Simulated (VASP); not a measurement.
The system is PbO.

```
CELL_PARAMETERS angstrom
5.91282 0.00000 0.00000
0.00000 5.52571 0.00000
0.00000 0.00000 4.71264
ATOMIC_POSITIONS crystal
Pb 0.23040 0.01076 0.75000
Pb 0.76960 0.98924 0.25000
Pb 0.76960 0.51076 0.75000
Pb 0.23040 0.48924 0.25000
O 0.86380 0.90823 0.75000
O 0.13620 0.09177 0.25000
O 0.13620 0.40823 0.75000
O 0.86380 0.59177 0.25000
```

The cell is a database's computed one.

Base run:

- Program: VASP 6.6.1
- Functional: r2SCAN
- Potentials or basis: VASP PAW PBE potentials, release 64 (Pb_d, O)
- Cutoff: 520 eV
- k mesh: 6 × 6 × 6
- Occupations: gaussian, width 0.02 eV
- Spin: no spin polarisation

Its results: band gap on the k mesh 2.50 eV, indirect (least direct gap 2.76 eV).

**Question.** The run is repeated on the same cell with these changes: functional from r2SCAN to TB-mBJ. What comes out?

**Answer.** Band gap on the k mesh 2.91 eV, indirect (least direct gap 3.14 eV).

Caveats: spin-orbit coupling is left out, which as a rule narrows the gap of such compounds by several tenths of an eV.
